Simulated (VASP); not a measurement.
# Na (P6_3/mmc) in VASP: single point with PBE

Aim: the single point of Na with PBE.

All numbers are computed with VASP 6.6.1; they aren't measurements. Logs are shortened: lines on timing, memory, paths and dates and some standing lists are left out, and cuts for length are marked.

## 1. The undisturbed crystal

The structure is hexagonal, space group P6_3/mmc (No. 194). Conventional cell: a = 3.767 Å, b = 3.767 Å, c = 6.154 Å, α = 90.00°, β = 90.00°, γ = 120.00°. Around Na (site symmetry -6m2) lie 12 Na at 3.77 Å.

This isn't the form of Na at room conditions, which is bcc.

## 2. Single point, PBE (volume scaled by 0.975)

Contents of INCAR:

```
SYSTEM = Na
ALGO = Normal ; EDIFF = 1E-7
ENCUT = 520 ; GGA = PE
ISIF = 2 ; ISMEAR = -1
LASPH = .True. ; LCHARG = .False.
LREAL = .False. ; LWAVE = .False.
NBANDS = 14 ; NELM = 100
PREC = Accurate ; SIGMA = 0.05
```

Contents of KPOINTS:

```
k-points
0
Gamma
  11 11 6
  0 0 0
```

Contents of POSCAR:

```
Na
1.0
    3.7353440304      0.0000000000      0.0000000000
   -1.8676720152      3.2349028222      0.0000000000
    0.0000000000      0.0000000000      6.1022832692
Na
2
Direct
    0.3333333333      0.6666666667      0.2500000000
    0.6666666667      0.3333333333      0.7500000000
```

Potentials or basis: VASP PAW PBE potentials, release 64 (Na_pv).

Run with:

```console
> cat potpaw_PBE.64/Na_pv/POTCAR > POTCAR
> mpirun -np 1 vasp_std > vasp.out
```

OUTCAR:

```text
SYSTEM = Na
   EDIFF = 1E-7
   ENCUT = 520
   GGA = PE
   ISIF = 2
   ISMEAR = -1
   LASPH = .True.
   LREAL = .False.
   NELM = 100
   PREC = Accurate

 ion  position               nearest neighbor table
   1  0.333  0.667  0.250-
   2  0.667  0.333  0.750-

  LATTYP: Found a hexagonal cell.
 ALAT       =     3.7353440304
 C/A-ratio  =     1.6336603053

  Lattice vectors:

 A1 = (   3.7353440304,   0.0000000000,   0.0000000000)
 A2 = (  -1.8676720152,   3.2349028222,   0.0000000000)
 A3 = (   0.0000000000,   0.0000000000,   6.1022832692)

Analysis of symmetry for initial positions (statically):
=====================================================================
 Subroutine PRICEL returns:
 Original cell was already a primitive cell.

 Routine SETGRP: Setting up the symmetry group for a
 hexagonal supercell.

 Subroutine GETGRP returns: Found 24 space group operations
 (whereof 12 operations were pure point group operations)
 out of a pool of 24 trial point group operations.

The static configuration has the point symmetry D_3d.
 The point group associated with its full space group is D_6h.

Analysis of symmetry for dynamics (positions and initial velocities):
=====================================================================
 Subroutine PRICEL returns:
 Original cell was already a primitive cell.

 Routine SETGRP: Setting up the symmetry group for a
 hexagonal supercell.

 Subroutine GETGRP returns: Found 24 space group operations
 (whereof 12 operations were pure point group operations)
 out of a pool of 24 trial point group operations.

The dynamic configuration has the point symmetry D_3d.
 The point group associated with its full space group is D_6h.

 Subroutine INISYM returns: Found 24 space group operations
 (whereof 12 operations are pure point group operations),
 and found     1 'primitive' translations

----------------------------------------------------------------------------------------

                                     Primitive cell

  volume of cell :      73.7368

  direct lattice vectors                    reciprocal lattice vectors
     3.735344030  0.000000000  0.000000000     0.267712958  0.154564148  0.000000000
    -1.867672015  3.234902822  0.000000000     0.000000000  0.309128297  0.000000000
     0.000000000  0.000000000  6.102283269     0.000000000  0.000000000  0.163873087

  length of vectors
     3.735344030  3.735344030  6.102283269     0.309128297  0.309128297  0.163873087

  position of ions in fractional coordinates (direct lattice)
     0.333333333  0.666666667  0.250000000
     0.666666667  0.333333333  0.750000000

  ion indices of the primitive-cell ions
   primitive index   ion index
                 1           1
                 2           2

----------------------------------------------------------------------------------------

 KPOINTS: k-points

Automatic generation of k-mesh.
 Grid dimensions read from file:
 generate k-points for:   11   11    6

 Generating k-lattice:

  Cartesian coordinates                     Fractional coordinates (reciprocal lattice)
     0.024337542  0.014051286  0.000000000     0.090909091 -0.000000000  0.000000000
     0.000000000  0.028102572  0.000000000     0.000000000  0.090909091  0.000000000
     0.000000000  0.000000000  0.027312181     0.000000000  0.000000000  0.166666667

  Length of vectors
     0.028102572  0.028102572  0.027312181

  Shift w.r.t. Gamma in fractional coordinates (k-lattice)
     0.000000000  0.000000000  0.000000000

 Subroutine IBZKPT returns following result:
 ===========================================

 Found     64 irreducible k-points:

 Following reciprocal coordinates:
            Coordinates               Weight
  0.000000  0.000000  0.000000      1.000000
  0.090909 -0.000000  0.000000      6.000000
  0.181818  0.000000  0.000000      6.000000
  0.272727  0.000000  0.000000      6.000000
  0.363636 -0.000000  0.000000      6.000000
  0.454545  0.000000  0.000000      6.000000
[... 16 lines left out ...]
  0.090909  0.090909  0.166667     12.000000
  0.181818  0.090909  0.166667     24.000000
 [... further k-points ...]
   k-points           NKPTS =     64   k-points in BZ     NKDIM =     64   number of bands    NBANDS=     14
   number of dos      NEDOS =    301   number of ions     NIONS =      2
   total plane-waves  NPLWV =  37632
   dimension x,y,z NGX =    28 NGY =   28 NGZ =   48
   dimension x,y,z NGXF=    56 NGYF=   56 NGZF=   96
   ions per type =               2
   NGX,Y,Z   is equivalent  to a cutoff of  12.46, 12.46, 13.08 a.u.
   NGXF,Y,Z  is equivalent  to a cutoff of  24.92, 24.92, 26.15 a.u.
 SYSTEM =  Na
   PREC   = accura    normal or accurate (medium, high low for compatibility)
   ISTART =      0    job   : 0-new  1-cont  2-samecut
   ICHARG =      2    charge: 1-file 2-atom 10-const
   ISPIN  =      1    spin polarized calculation?
   LNONCOLLINEAR =      F non collinear calculations
   LSORBIT =      F    spin-orbit coupling
   LASPH  =      T    aspherical Exc in radial PAW
   ENCUT  =  520.0 eV  38.22 Ry    6.18 a.u.   6.95  6.95 11.35*2*pi/ulx,y,z
   NELM   =    100;   NELMIN=  2; NELMDL= -5     # of ELM steps
   EDIFF  = 0.1E-06   stopping-criterion for ELM
   LREAL  =      F    real-space projection
   EDIFFG = 0.1E-05   stopping-criterion for IOM
   NSW    =      0    number of steps for IOM
   IBRION =     -1    ionic relax: 0-MD 1-quasi-New 2-CG
   NFREE  =      0    steps in history (QN), initial steepest desc. (CG)
   ISIF   =      2    stress and relaxation
   ISYM   =      2    0-nonsym 1-usesym 2-fastsym
   POTIM  = 0.5000    time-step for ionic-motion
   TEBEG  =    0.0;   TEEND  =   0.0 temperature during run
   PSTRESS=    0.0 pullay stress
   NELECT =      14.0000    total number of electrons
   NUPDOWN=      -1.0000    fix difference up-down
   EMIN   =  10.00;   EMAX   =-10.00  energy-range for DOS
   EFERMI =   0.00;   METHOD = LEGACY
   ISMEAR =    -1;   SIGMA  =   0.05  broadening in eV -4-tet -1-fermi 0-gaus
   EFERMI_NEDOS =   21; number of points for ismear=-14 and -15
   IALGO  =     38    algorithm
   IMIX   =      4    mixing-type and parameters
     AMIX     =   0.40;   BMIX     =  1.00
     AMIX_MAG =   1.60;   BMIX_MAG =  1.00
  volume/ion in A,a.u.               =      36.87       248.80
  Fermi-wavevector in a.u.,A,eV,Ry     =   0.940927  1.778095 12.045841  0.885344
  Thomas-Fermi vector in A             =   2.068388
   LORBIT       =      0    0 simple, 1 ext, 2 COOP (PROOUT), +10 PAW based schemes
   GGA     = PE    functional components
[... 5 lines left out ...]
 non-spin polarized calculation
  energy-cutoff  :      520.00
  volume of cell :       73.74
 maximum number of plane-waves:      2001
 NGX is ok and might be reduce to    28
   NGX = 13   NGY = 13   NGZ = 23

 number of electron      13.9999999 magnetization

 Free energy of the ion-electron system (eV)
  ---------------------------------------------------
  ext. energy  EPLUGINS =         0.00000000
  ---------------------------------------------------
  free energy    TOTEN  =        -2.62165030 eV

  energy without entropy =       -2.61067795  energy(sigma->0) =       -2.61616413

 E-fermi :   0.3677     XC(G=0):  -6.5159

 val. band max:        0.3397767704   @ k =   0.1818   0.0000   0.1667
 cond. band min:       0.3795006167   @ k =   0.2727   0.2727   0.1667
 fundamental gap:      0.0397238463
 Fermi energy:         0.3677265032

 k-point     1 :       0.0000    0.0000    0.0000
  band No.  band energies     occupation
      1     -24.5828      2.00000
      2     -24.5529      2.00000
      3     -24.5529      2.00000
      4     -24.5479      2.00000
      5     -24.5479      2.00000
      6     -24.5472      2.00000
      7      -2.9462      2.00000
      8       0.8976      0.00005
      9       1.3079      0.00000
     10      10.3584      0.00000
     11      10.3584      0.00000
     12      10.7301      0.00000
     13      10.7301      0.00000
     14      10.8533      0.00000

 k-point     2 :       0.0909   -0.0000    0.0000
  band No.  band energies     occupation
      1     -24.5818      2.00000
      2     -24.5550      2.00000
      3     -24.5536      2.00000
      4     -24.5501      2.00000
      5     -24.5483      2.00000
      6     -24.5475      2.00000
      7      -2.8233      2.00000
      8       1.0065      0.00001
      9       1.4275      0.00000
     10       8.5076      0.00000
     11       9.5354      0.00000
     12       9.9457      0.00000
     13      11.6670      0.00000
     14      11.6787      0.00000

 k-point     3 :       0.1818    0.0000    0.0000
  band No.  band energies     occupation
      1     -24.5792      2.00000
      2     -24.5607      2.00000
      3     -24.5560      2.00000
      4     -24.5553      2.00000
      5     -24.5493      2.00000
      6     -24.5486      2.00000
      7      -2.4565      2.00000
      8       1.3336      0.00000
      9       1.7801      0.00000
     10       6.4711      0.00000
     11       8.7407      0.00000
     12       8.8639      0.00000
     13       9.8595      0.00000
     14      11.0251      0.00000
[... 324 lines left out ...]
 k-point    23 :       0.0909    0.0909    0.1667
  band No.  band energies     occupation
      1     -24.5782      2.00000
      2     -24.5579      2.00000
      3     -24.5563      2.00000
      4     -24.5538      2.00000
      5     -24.5496      2.00000
      6     -24.5492      2.00000
      7      -2.4633      2.00000
      8       0.2246      1.89192
      9       2.8564      0.00000
     10       7.4576      0.00000
     11       7.8697      0.00000
     12       9.8163      0.00000
     13      10.0192      0.00000
     14      10.5734      0.00000

 k-point    24 :       0.1818    0.0909    0.1667
  band No.  band energies     occupation
      1     -24.5759      2.00000
      2     -24.5637      2.00000
      3     -24.5623      2.00000
      4     -24.5563      2.00000
      5     -24.5514      2.00000
      6     -24.5503      2.00000
      7      -1.9782      2.00000
      8       0.6835      0.00361
      9       3.2801      0.00000
     10       5.6840      0.00000
     11       6.8919      0.00000
     12       8.2161      0.00000
     13       9.3135      0.00000
     14      10.2884      0.00000

 [... further k-points ...]

------------------------ aborting loop because EDIFF is reached ----------------------------------------

  FORCE on cell =-STRESS in cart. coord.  units (eV):
  Direction    XX          YY          ZZ          XY          YZ          ZX
  --------------------------------------------------------------------------------------
  -------------------------------------------------------------------------------------
  Total       -0.0205405     -0.0205405      0.1121400      0.0000000     -0.0000000      0.0000000
  in kB       -0.4463118     -0.4463118      2.4366142      0.0000000     -0.0000000      0.0000000
  external PRESSURE =       0.5146635 kB  Pullay stress =       0.0000000 kB

 VOLUME and BASIS-vectors are now :
 -----------------------------------------------------------------------------
  energy-cutoff  :      520.00
  volume of cell :       73.74
      direct lattice vectors                 reciprocal lattice vectors
     3.735344030  0.000000000  0.000000000     0.267712958  0.154564148  0.000000000
    -1.867672015  3.234902822  0.000000000     0.000000000  0.309128297  0.000000000
     0.000000000  0.000000000  6.102283269     0.000000000  0.000000000  0.163873087

 POSITION                                       TOTAL-FORCE (eV/Angst)
 -----------------------------------------------------------------------------------
     -0.00000      2.15660      1.52557         0.000000      0.000000      0.000000
      1.86767      1.07830      4.57671        -0.000000      0.000000      0.000000
 -----------------------------------------------------------------------------------
    total drift:                                0.000000     -0.000000      0.000000

  FREE ENERGIE OF THE ION-ELECTRON SYSTEM (eV)
  ---------------------------------------------------
  free  energy   TOTEN  =        -2.6216503009 eV

  energy  without entropy=       -2.6106779542  energy(sigma->0) =       -2.61616413
```

Wall time 26 s (1 thread of Intel Xeon Platinum 8488C (Sapphire Rapids), shared host); peak memory 0.2 GiB.

Results:

- Free energy: -2.6217 eV
- Pressure: 0.1 GPa
- Band gap on the k mesh: none (metal or under the smearing width)

Stress tensor (GPa, compression positive):
```
-0.04  0.00  0.00
 0.00 -0.04  0.00
 0.00  0.00  0.24
```

Levels at points of the mesh, in eV from the Fermi level:
```tsv
k point	band 4	band 5	band 6	band 7	band 8	band 9	band 10	band 11
(0.00, 0.00, 0.00)	-24.92	-24.92	-24.91	-3.31	0.53	0.94	9.99	9.99
(0.00, 0.00, 0.50)	-24.92	-24.92	-24.92	-2.28	-2.28	5.52	5.52	10.58
```
